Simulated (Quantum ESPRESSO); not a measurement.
# GaN (P6_3mc) in Quantum ESPRESSO: a series of runs

Aim: see how the results for GaN move with the level of theory and the settings. Levels: LDA, PBE. Tasks: phonons, Wannier functions.

All numbers are computed with Quantum ESPRESSO 7.5; they aren't measurements. Logs are shortened: lines on timing, memory, paths and dates and some standing lists are left out, and cuts for length are marked.

**Measured values to compare with.**

“Studying electronic properties in GaN without electrical contacts using γ-γ vs e−-γ Perturbed Angular Correlations”, 2019, pmc:6823545 quotes, for a bulk crystal of GaN: band gap 3.503 ± 0.005 eV (direct).

How close the calculation comes is told below.

**1. Starting point**

It takes space group P6_3mc (No. 186, hexagonal). Conventional cell: a = 3.180 Å, b = 3.180 Å, c = 5.166 Å, α = 90.00°, β = 90.00°, γ = 120.00°. Ga (site symmetry 3m) has 4 N at 1.94 to 1.95 Å as nearest neighbours. N (site symmetry 3m) has 4 Ga at 1.94 to 1.95 Å as nearest neighbours.

**2. Phonons, LDA**

The input, pw.in:

```
&CONTROL
  calculation = 'scf'
  prefix = 'pwscf'
  outdir = './tmp'
  pseudo_dir = './pseudo'
  tprnfor = .true.
  tstress = .true.
  disk_io = 'low'
/
&SYSTEM
  ibrav = 0
  nat = 4
  ntyp = 2
  ecutwfc = 45
  ecutrho = 360
  nbnd = 33
  occupations = 'smearing'
  smearing = 'fd'
  degauss = 0.00367493
/
&ELECTRONS
  conv_thr = 8d-10
  electron_maxstep = 120
  mixing_beta = 0.5
/
ATOMIC_SPECIES
Ga    69.7230 ga_lda_v1.4.uspp.F.UPF
N     14.0070 n_lda_v1.2.uspp.F.UPF
CELL_PARAMETERS angstrom
   3.1800000000    0.0000000000    0.0000000000
  -1.5900000000    2.7539607840    0.0000000000
   0.0000000000    0.0000000000    5.1660000000
ATOMIC_POSITIONS crystal
Ga     0.6666666667    0.3333333333    0.5000000000
Ga     0.3333333333    0.6666666667    0.0000000000
N      0.6666666667    0.3333333333    0.8750000000
N      0.3333333333    0.6666666667    0.3750000000
K_POINTS automatic
8 8 4 0 0 1
```

The input, relax.in:

```
&CONTROL
  calculation = 'vc-relax'
  prefix = 'pwscf'
  outdir = './tmp'
  pseudo_dir = './pseudo'
  tprnfor = .true.
  tstress = .true.
  disk_io = 'low'
  nstep = 40
  forc_conv_thr = 0.0001
  etot_conv_thr = 1d-06
/
&SYSTEM
  ibrav = 0
  nat = 4
  ntyp = 2
  ecutwfc = 45
  ecutrho = 360
  nbnd = 33
  occupations = 'smearing'
  smearing = 'fd'
  degauss = 0.00367493
/
&ELECTRONS
  conv_thr = 8d-10
  electron_maxstep = 120
  mixing_beta = 0.5
/
&IONS
  ion_dynamics = 'bfgs'
/
&CELL
  cell_dynamics = 'bfgs'
  press = 0
  press_conv_thr = 0.2
/
ATOMIC_SPECIES
Ga    69.7230 ga_lda_v1.4.uspp.F.UPF
N     14.0070 n_lda_v1.2.uspp.F.UPF
CELL_PARAMETERS angstrom
   3.1800000000    0.0000000000    0.0000000000
  -1.5900000000    2.7539607840    0.0000000000
   0.0000000000    0.0000000000    5.1660000000
ATOMIC_POSITIONS crystal
Ga     0.6666666667    0.3333333333    0.5000000000
Ga     0.3333333333    0.6666666667    0.0000000000
N      0.6666666667    0.3333333333    0.8750000000
N      0.3333333333    0.6666666667    0.3750000000
K_POINTS automatic
8 8 4 0 0 1
```

The input, scf2.in:

```
&CONTROL
  calculation = 'scf'
  prefix = 'pwscf'
  outdir = './tmp'
  pseudo_dir = './pseudo'
  tprnfor = .true.
  tstress = .true.
  disk_io = 'low'
/
&SYSTEM
  ibrav = 0
  nat = 4
  ntyp = 2
  ecutwfc = 45
  ecutrho = 360
  nbnd = 33
  occupations = 'fixed'
/
&ELECTRONS
  conv_thr = 1d-13
  electron_maxstep = 120
  mixing_beta = 0.5
  startingpot = 'file'
  startingwfc = 'file'
/
ATOMIC_SPECIES
Ga    69.7230 ga_lda_v1.4.uspp.F.UPF
N     14.0070 n_lda_v1.2.uspp.F.UPF
CELL_PARAMETERS angstrom
   3.1527052933    0.0000000000    0.0000000000
  -1.5763526466    2.7303228746    0.0000000000
   0.0000000000    0.0000000000    5.1399778762
ATOMIC_POSITIONS crystal
Ga     0.6666666667    0.3333333333    0.4993052189
Ga     0.3333333333    0.6666666667   -0.0006947811
N      0.6666666667    0.3333333333    0.8756947811
N      0.3333333333    0.6666666667    0.3756947811
K_POINTS automatic
8 8 4 0 0 1
```

The input, ph.in:

```
phonons of GaN
&INPUTPH
  prefix = 'pwscf'
  outdir = './tmp'
  tr2_ph = 1d-16
  fildyn = 'dyn'
  niter_ph = 60
  alpha_mix(1) = 0.7
  epsil = .true.
/
0.0000000000 0.0000000000 0.0000000000
```

The input, dynmat.in:

```
&INPUT
  fildyn = 'dyn'
  asr = 'crystal'
  lperm = .true.
  filout = 'dynmat.disp'
  fileig = 'dynmat.eig'
/
```

The input, dynmat_lo.in:

```
&INPUT
  fildyn = 'dyn'
  asr = 'crystal'
  filout = 'dynmat_lo.disp'
  fileig = 'dynmat_lo.eig'
  q(1) = 0
  q(2) = 0
  q(3) = 1
/
```

Potentials or basis: GBRV 1.5 LDA.

Launch:

```sh
> OMP_NUM_THREADS=1 pw.x -in pw.in > pw.out
> OMP_NUM_THREADS=1 pw.x -in relax.in > relax.out
> OMP_NUM_THREADS=1 pw.x -in scf2.in > scf2.out
> OMP_NUM_THREADS=1 ph.x -in ph.in > ph.out
> OMP_NUM_THREADS=1 dynmat.x -in dynmat.in > dynmat.out
> OMP_NUM_THREADS=1 dynmat.x -in dynmat_lo.in > dynmat_lo.out
```

pw.out:

```text
This program is part of the open-source Quantum ESPRESSO suite
     for quantum simulation of materials; please cite
[... 9 lines left out ...]
     --------------------
     sticks:   dense  smooth     PW     G-vecs:    dense   smooth      PW
     Sum         889     439    139                35171    12431    2093

     Using Slab Decomposition

     bravais-lattice index     =            0
     lattice parameter (alat)  =       6.0093  a.u.
     unit-cell volume          =     305.3064 (a.u.)^3
     number of atoms/cell      =            4
     number of atomic types    =            2
     number of electrons       =        48.00
     number of Kohn-Sham states=           33
     kinetic-energy cutoff     =      45.0000  Ry
     charge density cutoff     =     360.0000  Ry
     scf convergence threshold =      8.0E-10
     mixing beta               =       0.5000
     number of iterations used =            8  plain     mixing
     Exchange-correlation= SLA  PZ   NOGX NOGC
                           (   1   1   0   0   0   0   0)

     celldm(1)=   6.009329  celldm(2)=   0.000000  celldm(3)=   0.000000
     celldm(4)=   0.000000  celldm(5)=   0.000000  celldm(6)=   0.000000

     crystal axes: (cart. coord. in units of alat)
               a(1) = (   1.000000   0.000000   0.000000 )
               a(2) = (  -0.500000   0.866025   0.000000 )
               a(3) = (   0.000000   0.000000   1.624528 )

     reciprocal axes: (cart. coord. in units 2 pi/alat)
               b(1) = (  1.000000  0.577350 -0.000000 )
               b(2) = (  0.000000  1.154701  0.000000 )
               b(3) = (  0.000000 -0.000000  0.615563 )

     PseudoPot. # 1 for Ga read from file:
     ga_lda_v1.4.uspp.F.UPF
     Pseudo is Ultrasoft + core correction, Zval = 19.0
     Generated by new atomic code, or converted to UPF format
     Using radial grid of  871 points,  6 beta functions with:
                l(1) =   0
                l(2) =   0
                l(3) =   1
                l(4) =   1
                l(5) =   2
                l(6) =   2
     Q(r) pseudized with  8 coefficients,  rinner =    1.250   1.250   1.250
                                                       1.250   1.250

     PseudoPot. # 2 for N  read from file:
     n_lda_v1.2.uspp.F.UPF
     Pseudo is Ultrasoft + core correction, Zval =  5.0
     Generated by new atomic code, or converted to UPF format
     Using radial grid of  729 points,  4 beta functions with:
                l(1) =   0
                l(2) =   0
                l(3) =   1
                l(4) =   1
     Q(r) pseudized with  8 coefficients,  rinner =    0.900   0.900   0.900

     atomic species   valence    mass     pseudopotential
     Ga               19.00    69.72300     Ga( 1.00)
     N                 5.00    14.00700     N ( 1.00)

     12 Sym. Ops. (no inversion) found ( 6 have fractional translation)

   Cartesian axes

     site n.     atom                  positions (alat units)
         1        Ga     tau(   1) = (   0.5000000   0.2886751   0.8122642  )
         2        Ga     tau(   2) = (  -0.0000000   0.5773503   0.0000000  )
         3        N      tau(   3) = (   0.5000000   0.2886751   1.4214623  )
         4        N      tau(   4) = (  -0.0000000   0.5773503   0.6091981  )

     number of k points=    20  Fermi-Dirac smearing, width (Ry)=  0.0037
                       cart. coord. in units 2pi/alat
        k(    1) = (   0.0000000   0.0000000   0.0769454), wk =   0.0156250
        k(    2) = (   0.0000000   0.0000000   0.2308362), wk =   0.0156250
        k(    3) = (   0.0000000   0.1443376   0.0769454), wk =   0.0937500
        k(    4) = (   0.0000000   0.1443376   0.2308362), wk =   0.0937500
        k(    5) = (   0.0000000   0.2886751   0.0769454), wk =   0.0937500
        k(    6) = (   0.0000000   0.2886751   0.2308362), wk =   0.0937500
[... 12 lines left out ...]
        k(   19) = (   0.2500000   0.5773503   0.0769454), wk =   0.0937500
        k(   20) = (   0.2500000   0.5773503   0.2308362), wk =   0.0937500

     Dense  grid:    35171 G-vectors     FFT dimensions: (  40,  40,  60)

     Smooth grid:    12431 G-vectors     FFT dimensions: (  25,  25,  48)

     Initial potential from superposition of free atoms

     starting charge      46.0000, renormalised to      48.0000
     Starting wfcs are   32 randomized atomic wfcs +    1 random wfcs

     Self-consistent Calculation

     iteration #  1     ecut=    45.00 Ry     beta= 0.50
     Davidson diagonalization with overlap
     ethr =  1.00E-02,  avg # of iterations =  4.8

     total energy              =    -865.24074511 Ry
     estimated scf accuracy    <      11.07829064 Ry

     iteration #  2     ecut=    45.00 Ry     beta= 0.50
     Davidson diagonalization with overlap
     ethr =  1.00E-02,  avg # of iterations =  2.1

     total energy              =    -870.01263392 Ry
     estimated scf accuracy    <       3.38437673 Ry

     iteration #  3     ecut=    45.00 Ry     beta= 0.50
     Davidson diagonalization with overlap
     ethr =  7.05E-03,  avg # of iterations =  2.0
[... 36 lines left out ...]
     total energy              =    -870.43130225 Ry
     estimated scf accuracy    <       0.00000111 Ry

     iteration #  9     ecut=    45.00 Ry     beta= 0.50
     Davidson diagonalization with overlap
     ethr =  2.31E-09,  avg # of iterations =  2.0

     total energy              =    -870.43130254 Ry
     estimated scf accuracy    <          8.2E-09 Ry

     iteration # 10     ecut=    45.00 Ry     beta= 0.50
     Davidson diagonalization with overlap
     ethr =  1.70E-11,  avg # of iterations =  3.4

     End of self-consistent calculation

          k = 0.0000 0.0000 0.0769 (  1575 PWs)   bands (ev):

   -81.6508 -81.6505 -81.6505 -81.6501 -81.6501 -81.6500  -5.2152  -4.3468
    -2.8277  -2.8160  -2.8160  -2.7558  -2.7558  -2.5511  -2.5511  -2.4554
    -2.4554  -1.2789   3.7640   9.6469   9.6469  10.1280  10.6416  10.6416
    13.0828  14.9108  19.6719  20.4417  20.4417  20.9393  22.1313  22.1313
    25.2680

          k = 0.0000 0.0000 0.2308 (  1551 PWs)   bands (ev):

   -81.6504 -81.6503 -81.6503 -81.6499 -81.6499 -81.6496  -4.8821  -4.5057
    -2.8061  -2.8061  -2.7809  -2.7809  -2.6802  -2.5159  -2.5159  -2.4766
    -2.4766  -2.1419   5.6261   7.9961   9.9282   9.9282  10.3403  10.3403
    14.4941  15.0425  19.1091  19.4066  20.6783  20.6783  21.3350  21.3350
    26.1678

          k = 0.0000 0.1443 0.0769 (  1565 PWs)   bands (ev):
[... 33 lines left out ...]
   -81.6512 -81.6509 -81.6509 -81.6505 -81.6502 -81.6496  -4.4241  -4.1877
    -2.7689  -2.7370  -2.6634  -2.6118  -2.5820  -2.5415  -2.4908  -2.4357
    -1.8409  -0.5414   4.3821   5.7207   6.3986   8.1399   9.1459   9.7485
    15.3719  16.1116  17.4165  18.9006  20.8588  21.1867  22.2259  23.7575
    24.0483

          k = 0.0000 0.4330 0.2308 (  1557 PWs)   bands (ev):

   -81.6514 -81.6512 -81.6508 -81.6506 -81.6498 -81.6498  -4.3059  -4.2091
    -2.7774  -2.7342  -2.6888  -2.6228  -2.5766  -2.5298  -2.4804  -2.4588
    -1.5876  -1.0651   4.4142   5.0597   7.8047   8.5643   9.1549   9.2239
    14.9282  15.7702  18.0783  18.6511  20.5537  20.8290  22.0578  23.2325
    24.5943

          k = 0.0000-0.5774 0.0769 (  1556 PWs)   bands (ev):

   -81.6516 -81.6511 -81.6510 -81.6507 -81.6500 -81.6497  -4.3336  -4.1756
    -2.7736  -2.7359  -2.6363  -2.6355  -2.5563  -2.5220  -2.4634  -2.4296
    -1.2105  -0.6594   3.9995   5.1342   6.6385   7.9287   8.5747   9.5993
    15.5309  15.6250  17.3567  18.9569  20.9569  21.0593  22.4148  24.0235
    24.4420

          k = 0.0000-0.5774 0.2308 (  1542 PWs)   bands (ev):

   -81.6512 -81.6510 -81.6509 -81.6504 -81.6499 -81.6496  -4.2486  -4.1833
    -2.7858  -2.7409  -2.6799  -2.6029  -2.5648  -2.5036  -2.4598  -2.4486
    -1.0811  -0.8447   3.7921   4.2757   8.0770   8.3676   9.0519   9.0547
    14.7144  15.4421  18.1588  18.5581  20.6127  20.7353  22.0711  23.4623
    24.9167

          k = 0.1250 0.2165 0.0769 (  1570 PWs)   bands (ev):

   -81.6511 -81.6510 -81.6507 -81.6505 -81.6503 -81.6495  -4.8105  -4.2522
    -2.7814  -2.7693  -2.7094  -2.7021  -2.6105  -2.5532  -2.5516  -2.5119
    -2.4371  -0.9279   4.3248   7.4424   7.8828   8.8618  10.0423  10.0950
    14.8443  16.8168  18.4041  18.5791  20.8250  21.0295  21.5374  23.0361
    24.6332

          k = 0.1250 0.2165 0.2308 (  1563 PWs)   bands (ev):

   -81.6511 -81.6509 -81.6507 -81.6505 -81.6499 -81.6497  -4.5692  -4.3347
    -2.7674  -2.7465  -2.7337  -2.7169  -2.6136  -2.5725  -2.5055  -2.4827
    -2.3032  -1.7255   5.6658   7.0492   8.1675   8.9784   9.4548   9.5900
    15.5766  16.6488  17.9012  18.4660  20.1867  20.8386  21.7238  22.2943
    25.7702
[... 51 lines left out ...]
   -81.6512 -81.6511 -81.6508 -81.6508 -81.6500 -81.6499  -4.2432  -4.1869
    -2.8068  -2.6661  -2.6185  -2.5868  -2.5770  -2.5397  -2.5113  -2.4773
    -0.8585  -0.5285   4.6473   5.2423   5.7790   7.4701   7.9998   8.2639
    15.9518  17.8514  18.2901  18.6997  20.1509  20.3906  23.2235  23.4059
    24.2015

          k = 0.2500 0.5774 0.2308 (  1547 PWs)   bands (ev):

   -81.6512 -81.6511 -81.6509 -81.6509 -81.6499 -81.6497  -4.1916  -4.1686
    -2.7339  -2.7024  -2.6914  -2.6247  -2.5484  -2.5323  -2.5030  -2.4988
    -0.7599  -0.6177   4.2900   4.5238   6.2615   7.1827   8.7280   9.1059
    16.4389  17.2132  17.8922  18.4773  19.6346  19.6697  23.4628  24.0272
    25.0930

     the Fermi energy is    11.7901 ev

!    total energy              =    -870.43130254 Ry
     estimated scf accuracy    <          5.7E-10 Ry
     smearing contrib. (-TS)   =      -0.00000000 Ry
     internal energy E=F+TS    =    -870.43130254 Ry

     The total energy is F=E-TS. E is the sum of the following terms:
     one-electron contribution =    -672.43340153 Ry
     hartree contribution      =     361.19750491 Ry
     xc contribution           =    -106.44419749 Ry
     ewald contribution        =    -452.75120843 Ry

     convergence has been achieved in  10 iterations

     Forces acting on atoms (cartesian axes, Ry/au):

     atom    1 type  1   force =    -0.00000000   -0.00000000   -0.00494149
     atom    2 type  1   force =     0.00000000    0.00000000   -0.00494149
     atom    3 type  2   force =     0.00000000    0.00000000    0.00494149
     atom    4 type  2   force =     0.00000000    0.00000000    0.00494149

     Total force =     0.009883     Total SCF correction =     0.000004

     Computing stress (Cartesian axis) and pressure

          total   stress  (Ry/bohr**3)                   (kbar)     P=      -43.17
  -0.00034271   0.00000000   0.00000000          -50.41        0.00        0.00
   0.00000000  -0.00034271   0.00000000            0.00      -50.41        0.00
   0.00000000   0.00000000  -0.00019502            0.00        0.00      -28.69

=------------------------------------------------------------------------------=
   JOB DONE.
=------------------------------------------------------------------------------=
```

Run time: 16 min. Hardware: 1 thread of Arm Neoverse V1, shared host; peak memory 0.18 GiB.

What came out:

* Free energy: -11842.8312 eV
* Relaxed volume: 11.06 Å³/atom
* Relaxed cell: a = 3.153 Å, b = 3.153 Å, c = 5.140 Å, α = 90.00°, β = 90.00°, γ = 120.00°
* Space group after relaxing (to 0.05 Å): P6_3mc (No. 186)
* Pressure after relaxing: -0.1 GPa
* Electronic dielectric tensor (diagonal): 5.66, 5.66, 5.68
* Born charges (mean of the diagonal): Ga +2.64; N -2.64 e
* Highest phonon frequency at Γ, LO-TO splitting left out: 700 cm⁻¹
* Static dielectric tensor (diagonal): 9.74, 9.74, 10.54

The path:
| step | energy change (eV) | largest force (eV/Å) | pressure (GPa) | volume (Å³) |
| --- | --- | --- | --- | --- |
| 1 | 0.0000 | 0.1271 | -4.32 | 45.24 |
| 2 | -0.0154 | 0.0236 | -0.05 | 44.25 |
| 3 | -0.0154 | 0.0070 | 0.01 | 44.24 |
| 4 | -0.0154 | 0.0026 | 0.01 | 44.24 |
| 5 | -0.0154 | 0.0005 | -0.01 | 44.25 |
| 6 | -0.0154 | 0.0002 | 0.00 | 44.24 |

Final structure:
```xyz
4
Lattice="3.1527 0.0000 0.0000 -1.5764 2.7303 0.0000 0.0000 0.0000 5.1400" Properties=species:S:1:pos:R:3 pbc="T T T"
Ga    1.5764    0.9101    2.5664
Ga    0.0000    1.8202   -0.0036
N     1.5764    0.9101    4.5011
N     0.0000    1.8202    1.9311
```

Phonon frequencies in cm⁻¹ (negative: imaginary):
| q point | frequencies |
| --- | --- |
| (0.000, 0.000, 0.000) | 6 7 7 139 139 337 540 562 562 572 572 700 |

Electronic dielectric tensor:
```
5.66 0.00 0.00
0.00 5.66 0.00
0.00 0.00 5.68
```

Born effective charge tensors (e):
atom 1, Ga
```
2.60 0.00 0.00
0.00 2.60 0.00
0.00 0.00 2.73
```
atom 2, Ga
```
2.60 0.00 0.00
0.00 2.60 0.00
0.00 0.00 2.73
```
atom 3, N
```
-2.60  0.00  0.00
 0.00 -2.60  0.00
 0.00  0.00 -2.72
```
atom 4, N
```
-2.60  0.00  0.00
 0.00 -2.60  0.00
 0.00  0.00 -2.72
```

Optical modes at Γ, degenerate ones joined, polar ones without the macroscopic field:
| cm⁻¹ | components | symmetry | active in | IR intensity, summed ((D/Å)²/amu) |
| --- | --- | --- | --- | --- |
| 139 | 2 | E2 | Raman | 0.00 |
| 337 | 1 | B1 | silent | 0.00 |
| 540 | 1 | A1 | IR and Raman | 29.40 |
| 562 | 2 | E1 | IR and Raman | 53.47 |
| 572 | 2 | E2 | Raman | 0.00 |
| 700 | 1 | B1 | silent | 0.00 |

Zone-centre frequencies without and with the macroscopic field along z (cm⁻¹):
```csv
,optical modes in rising order
without,139 139 337 540 562 562 572 572 700
with the field,139 139 337 562 562 572 572 700 736
```

Static dielectric tensor, electrons and zone-centre modes:
```
 9.74  0.00  0.00
 0.00  9.74  0.00
 0.00  0.00 10.54
```

(Continued in part 2 of 2.)
